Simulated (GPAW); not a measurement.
Here is a GPAW 26.7.0 calculation.

Contents of run.py:

```python
import spglib
from ase import Atoms
from ase.eos import EquationOfState
from ase.io import Trajectory, read
from ase.units import GPa
from gpaw import GPAW, PW

atoms = read('GaSb.cif')
cell, positions, numbers = spglib.find_primitive(
    (atoms.cell[:], atoms.get_scaled_positions(), atoms.numbers), symprec=1e-4)
atoms = Atoms(numbers, cell=cell, scaled_positions=positions, pbc=True)

traj = Trajectory('eos.traj', 'w')
volumes, energies = [], []
for x in [0.94, 0.96, 0.98, 1.0, 1.02, 1.04, 1.06]:
    a = atoms.copy()
    a.set_cell(atoms.cell * x**(1 / 3), scale_atoms=True)
    calc = GPAW(mode=PW(800),
                xc='LDA',
                kpts={'size': (6, 6, 6), 'gamma': True},
                occupations={'name': 'fermi-dirac', 'width': 0.05},
                setups='hgh',
                nbands=-9,
                convergence={'density': 1e-05, 'energy': 1e-05},
                maxiter=150,
                txt=f'eos-{x:.2f}.txt')
    a.calc = calc
    energies.append(a.get_potential_energy(force_consistent=True))
    volumes.append(a.get_volume())
    p = -a.get_stress()[:3].mean() / GPa
    calc.write(f'eos-{x:.2f}.gpw')
    traj.write(a)
    print(f'{x:.2f} {volumes[-1]:10.4f} A^3 {energies[-1]:14.6f} eV {p:9.3f} GPa', flush=True)

v0, e0, B = EquationOfState(volumes, energies, eos='birchmurnaghan').fit()
print(f'V0 = {v0:.4f} A^3, E0 = {e0:.6f} eV, B0 = {B / GPa:.2f} GPa')
```

File GaSb.cif:

```cif
data_GaSb
_cell_length_a 6.11800000
_cell_length_b 6.11800000
_cell_length_c 6.11800000
_cell_angle_alpha 90.00000000
_cell_angle_beta 90.00000000
_cell_angle_gamma 90.00000000
_space_group_name_H-M_alt 'F-43m'
_space_group_name_Hall 'F -4 2 3'
_space_group_IT_number 216
loop_
_space_group_symop_operation_xyz
'x,y,z'
'y,-x,-z'
'-x,-y,z'
'-y,x,-z'
'x,-y,-z'
'y,x,z'
'-x,y,-z'
'-y,-x,z'
'z,x,y'
'-z,y,-x'
'z,-x,-y'
'-z,-y,x'
'-z,x,-y'
'z,y,x'
'-z,-x,y'
'z,-y,-x'
'y,z,x'
'-x,-z,y'
'-y,z,-x'
'x,-z,-y'
'-y,-z,x'
'x,z,y'
'y,-z,-x'
'-x,z,-y'
'x,y+1/2,z+1/2'
'y,-x+1/2,-z+1/2'
'-x,-y+1/2,z+1/2'
'-y,x+1/2,-z+1/2'
'x,-y+1/2,-z+1/2'
'y,x+1/2,z+1/2'
'-x,y+1/2,-z+1/2'
'-y,-x+1/2,z+1/2'
'z,x+1/2,y+1/2'
'-z,y+1/2,-x+1/2'
'z,-x+1/2,-y+1/2'
'-z,-y+1/2,x+1/2'
'-z,x+1/2,-y+1/2'
'z,y+1/2,x+1/2'
'-z,-x+1/2,y+1/2'
'z,-y+1/2,-x+1/2'
'y,z+1/2,x+1/2'
'-x,-z+1/2,y+1/2'
'-y,z+1/2,-x+1/2'
'x,-z+1/2,-y+1/2'
'-y,-z+1/2,x+1/2'
'x,z+1/2,y+1/2'
'y,-z+1/2,-x+1/2'
'-x,z+1/2,-y+1/2'
'x+1/2,y,z+1/2'
'y+1/2,-x,-z+1/2'
'-x+1/2,-y,z+1/2'
'-y+1/2,x,-z+1/2'
'x+1/2,-y,-z+1/2'
'y+1/2,x,z+1/2'
'-x+1/2,y,-z+1/2'
'-y+1/2,-x,z+1/2'
'z+1/2,x,y+1/2'
'-z+1/2,y,-x+1/2'
'z+1/2,-x,-y+1/2'
'-z+1/2,-y,x+1/2'
'-z+1/2,x,-y+1/2'
'z+1/2,y,x+1/2'
'-z+1/2,-x,y+1/2'
'z+1/2,-y,-x+1/2'
'y+1/2,z,x+1/2'
'-x+1/2,-z,y+1/2'
'-y+1/2,z,-x+1/2'
'x+1/2,-z,-y+1/2'
'-y+1/2,-z,x+1/2'
'x+1/2,z,y+1/2'
'y+1/2,-z,-x+1/2'
'-x+1/2,z,-y+1/2'
'x+1/2,y+1/2,z'
'y+1/2,-x+1/2,-z'
'-x+1/2,-y+1/2,z'
'-y+1/2,x+1/2,-z'
'x+1/2,-y+1/2,-z'
'y+1/2,x+1/2,z'
'-x+1/2,y+1/2,-z'
'-y+1/2,-x+1/2,z'
'z+1/2,x+1/2,y'
'-z+1/2,y+1/2,-x'
'z+1/2,-x+1/2,-y'
'-z+1/2,-y+1/2,x'
'-z+1/2,x+1/2,-y'
'z+1/2,y+1/2,x'
'-z+1/2,-x+1/2,y'
'z+1/2,-y+1/2,-x'
'y+1/2,z+1/2,x'
'-x+1/2,-z+1/2,y'
'-y+1/2,z+1/2,-x'
'x+1/2,-z+1/2,-y'
'-y+1/2,-z+1/2,x'
'x+1/2,z+1/2,y'
'y+1/2,-z+1/2,-x'
'-x+1/2,z+1/2,-y'
loop_
_atom_site_label
_atom_site_type_symbol
_atom_site_symmetry_multiplicity
_atom_site_Wyckoff_symbol
_atom_site_fract_x
_atom_site_fract_y
_atom_site_fract_z
_atom_site_occupancy
Sb1 Sb 4 c 0.2500000000 0.2500000000 0.2500000000 1
Ga1 Ga 4 a 0.0000000000 0.0000000000 0.0000000000 1
```

Potentials or basis: HGH pseudopotentials, pw.

Command:

```console
$ OMP_NUM_THREADS=1 python run.py
```

Problem. What does it give for the equilibrium volume?

Solution. 26.63 Å³/atom (rough: see the caveat).

Problem. What does it give for the bulk modulus?

Solution. 54 GPa (rough).

Energy against volume, from the lowest point:
| volume (Å³/atom) | energy (meV/atom) |
| --- | --- |
| 26.907 | 0.00 |
| 27.480 | 3.72 |
| 28.052 | 11.09 |
| 28.625 | 21.53 |
| 29.197 | 34.64 |
| 29.770 | 50.26 |
| 30.342 | 68.17 |

Caveat: the minimum lies outside the volumes run; HGH potentials are hard and often keep d shells in the core, so these values are rough. Spin-orbit coupling is left out, which matters for the levels of Sb.
